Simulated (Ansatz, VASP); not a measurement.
One calculation of CdS, two programs

File POSCAR:

```
CdS
1.0
    0.0000000000      2.9100000000      2.9100000000
    2.9100000000      0.0000000000      2.9100000000
    2.9100000000      2.9100000000      0.0000000000
Cd S
1 1
Direct
   -0.0171821306      0.0171821306     -0.0171821306
    0.7500000000      0.7500000000      0.7500000000
```

INCAR.step1

```
  PREC = Accurate
  ENCUT = 520
  ISMEAR = 0
  SIGMA = 0.05
  LREAL = False
  LASPH = True
  NELM = 100
  NBANDS = 16
  GGA = PE
  ALGO = Normal
  EDIFF = 1E-4
  LWAVE = True
  LCHARG = False
```

Contents of INCAR.step2:

```
  PREC = Accurate
  ENCUT = 520
  EDIFF = 1E-7
  ISMEAR = 0
  SIGMA = 0.05
  LREAL = False
  LASPH = True
  NELM = 100
  ALGO = Normal
  ISIF = 2
  LWAVE = False
  LCHARG = False
  METAGGA = R2SCAN
  LMIXTAU = True
  NBANDS = 16
  ISTART = 1
```

File KPOINTS:

```
Automatic mesh
0
Gamma
  8 8 8
```

Input for Ansatz:

```yaml
crystal:
  lattice:
    - [0.0, 2.91, 2.91]
    - [2.91, 0.0, 2.91]
    - [2.91, 2.91, 0.0]
  atoms:
    - { symbol: Cd, position: [-0.0171821306, 0.0171821306, -0.0171821306] }
    - { symbol: S, position: [0.75, 0.75, 0.75] }
basis:
  ecutwfc: 500
kpoints:
  mp_grid: { grid: [8, 8, 8] }
hamiltonian:
  xc: r2scan
scf:
  occupations: { method: gaussian, width: 0.05 }
output:
  forces: true
  stress: true
  eigenvalues: true
```

Change from the starting cell: all Cd atoms moved -0.100 Å, as atom 1 along Cartesian [0 1 0].

Alike in both runs: task single point; functional r2SCAN; k mesh 8 × 8 × 8; occupations gaussian, width 0.05 eV; no spin polarisation.

```csv
,VASP,Ansatz
version,VASP 6.6.1,Ansatz 0.2.0
potentials or method,"VASP PAW PBE potentials, release 64 (Cd, S)","scalar-relativistic, plane waves, PAW"
plane-wave cutoff (eV),520,500
valence electrons in the cell,18,26
```

|  | VASP | Ansatz | Ansatz less VASP |
| --- | --- | --- | --- |
| gap on the k mesh at the Fermi level (eV) | 1.61 | 1.61 | +0.002 |
| least direct gap on the mesh (eV) | 1.61 | 1.61 | +0.002 |
| pressure (GPa) | 2.5 | 2.2 | -0.35 |
| largest component of the traceless stress (GPa) | 2.49 | 2.41 | -0.077 |
| rms of the force components (eV/Å) | 0.311 | 0.304 | -0.0069 |

Atom by atom the forces differ by 0.007 eV/Å (rms over components). The two sets of potentials don't hold the same shells in valence.

Caveats: the PAW data sets were made with another functional, which shifts forces and pressure a little (VASP).
